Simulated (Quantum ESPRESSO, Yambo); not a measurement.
An input for Quantum ESPRESSO 7.5 (As (buckled honeycomb monolayer)):

```
&control
  calculation = 'scf'
  prefix = 'x'
  outdir = 'o'
  pseudo_dir = 'pseudo'
/
&system
  ibrav = 0
  nat = 2
  ntyp = 1
  ecutwfc = 76.0
  nbnd = 40
  force_symmorphic = .true.
  noncolin = .true.
  lspinorb = .true.
/
&electrons
  conv_thr = 1e-10
  electron_maxstep = 80
  mixing_beta = 0.5
/
ATOMIC_SPECIES
  As 74.922 As.upf
CELL_PARAMETERS angstrom
  3.6113928119 0.0000000000 0.0000000000
  -1.8056964060 3.1275579181 0.0000000000
  0.0000000000 0.0000000000 14.0000000000
ATOMIC_POSITIONS crystal
  As 0.3333333333 0.6666666667 0.4503491445
  As 0.6666666667 0.3333333333 0.5496508555
K_POINTS automatic
  12 12 1 0 0 0
```

```sh
OMP_NUM_THREADS=1 mpirun -n 4 pw.x -nk 4 -in pw.in > pw.out
```

Q: How long will it take on 4 MPI ranks of Arm Neoverse V1, shared host, and how much memory?

It took 1.7 min; on shared hardware allow 50 s to 3.3 min. Peak host memory was 1.2 GiB.

[Paths, hosts, dates, memory and timing lines, banners, echoed tables and standing remarks are left out of the program output.]

[Logs are printed without paths, hosts, clocks, repeated set-up lines and the standing remarks that a program may print on its own settings, such as how far it seeks lower states.]

[Runs of the session that timed out or met a known fault of the program may be left out.]

[Hosts, paths, dates, database ids (printed as entryN), source tags and the programs' standing remarks are cut or masked in the printed files.]
